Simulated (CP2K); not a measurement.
Runs of CP2K 2026.2 on MgS (Niningerite). It takes space group Fm-3m (No. 225, cubic). The conventional cell has a = 5.203 Å, b = 5.203 Å, c = 5.203 Å, α = 90.00°, β = 90.00°, γ = 90.00°. S (site symmetry m-3m) is surrounded by 6 Mg at 2.60 Å. Mg (site symmetry m-3m) is surrounded by 6 S at 2.60 Å. 

```tsv
level	cutoff of the non-local correlation (Ry)	gap on the mesh (eV)	pressure (GPa)
LDA	-	(a)	(c)
SCAN	-	3.49	0.8
PW91	-	2.87	2.7
PBEsol	-	2.73	1.1
vdW-DF-cx	300	(b)	1.8
RPBE	-	3.03	4.6
```

Alike in all rows: task band structure; potentials or basis POTENTIAL_UZH S GTH-PBE-q6, Mg GTH-PBE-q10; TZVP-MOLOPT-PBE-GTH basis; no spin polarisation; cell as given; k mesh 9 × 9 × 9; smearing fermi-dirac 0.05 eV.

Problem. Fill in the values left out.

Solution. (a) 2.52; (b) 2.93; (c) -0.7.

Caveats: the potentials were made for another functional, which shifts forces and pressure; the mesh misses the band edges, which the band path finds closer together; the basis of atomic orbitals isn't converged, which shifts pressures, moduli and gaps.

Runs at the PBE level aren't shown here.
